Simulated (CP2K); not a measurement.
The system is HfO2.

```
Hf O
1.0
     3.61685    0.00000    0.00000
     1.80843    3.13229    0.00000
     1.80843    1.04410    2.95315
Hf O
1 2
Cartesian
  0.0000 0.0000 0.0000
  5.4253 3.1323 2.2149
  1.8084 1.0441 0.7383
```

Measurements of this composition are mostly on another form, of space group No. 14.

Base run:

```yaml
Program: CP2K 2026.2
Functional: PBE
Potentials_or_basis: POTENTIAL_UZH Hf GTH-PBE-q12, O GTH-PBE-q6; TZVP-MOLOPT-PBE-GTH basis
Density_cutoff: 11565 eV
k_mesh: 9 × 9 × 9
Occupations: fermi-dirac, width 0.05 eV
Spin: no spin polarisation
```

Its results: band gap on the k mesh 4.00 eV, indirect (least direct gap 4.10 eV); pressure -7.9 GPa.

The run is repeated on the same cell with these changes: functional from PBE to LDA. What comes out?

Band gap on the k mesh 3.79 eV, indirect (least direct gap 3.90 eV); pressure -17.7 GPa.

LDA binds more tightly than PBE, so the same cell stands under less pressure.

Caveats: spin-orbit coupling is left out, which moves the levels of the heavy elements; the mesh misses the band edges, which the band path finds closer together; the basis of atomic orbitals isn't converged, which shifts pressures, moduli and gaps; the potentials were made for another functional, which shifts forces and pressure (some runs).
